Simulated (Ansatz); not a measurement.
# Gd: the cost of one run

Program: Ansatz 0.2.0. Level of theory: DFT PBE with spin–orbit coupling, plane waves, PAW (the target; the first runs use scalar-relativistic PBE). These are calculated values, not measurements.

## 1. The system as given

Symmetry: Im-3m, No. 229, cubic system. Conventional cell: a = 4.048 Å, b = 4.048 Å, c = 4.048 Å, α = 90.00°, β = 90.00°, γ = 90.00°. Gd (site symmetry m-3m) has 8 Gd at 3.51 Å as nearest neighbours.

Coordinates:

```cif
data_structure
_symmetry_space_group_name_H-M 'Im-3m'
_symmetry_Int_Tables_number 229
_cell_length_a 4.0479
_cell_length_b 4.0479
_cell_length_c 4.0479
_cell_angle_alpha 90.000
_cell_angle_beta 90.000
_cell_angle_gamma 90.000
_cell_volume 66.33
loop_
_atom_site_label
_atom_site_type_symbol
_atom_site_symmetry_multiplicity
_atom_site_Wyckoff_symbol
_atom_site_fract_x
_atom_site_fract_y
_atom_site_fract_z
_atom_site_occupancy
Gd1 Gd 2 a 0.00000 0.00000 0.00000 1
```

The moments start at Gd 7.00 μB.

## 2. At the starting volume (PBE, 8×8×8 mesh)

input.yaml reads:

```yaml
crystal:
  lattice:
    - [-2.0239434614, 2.0239434614, 2.0239434614]
    - [2.0239434614, -2.0239434614, 2.0239434614]
    - [2.0239434614, 2.0239434614, -2.0239434614]
  atoms:
    - { symbol: Gd, position: [0.0, 0.0, 0.0], spin: 7.0 }
basis:
  ecutwfc: 420
  ecutrho_ratio: 4
kpoints:
  mp_grid: { grid: [8, 8, 8] }
hamiltonian:
  xc: pbe
scf:
  occupations: { method: gaussian, width: 0.05 }
output:
  forces: true
  stress: true
  eigenvalues: true
  populations: true
magnetization:
  spin_polarized: true
```

What time and memory should one allow on 4 threads of an Arm CPU, shared host?

About 2.5 s, with a peak of 0.36 GiB.
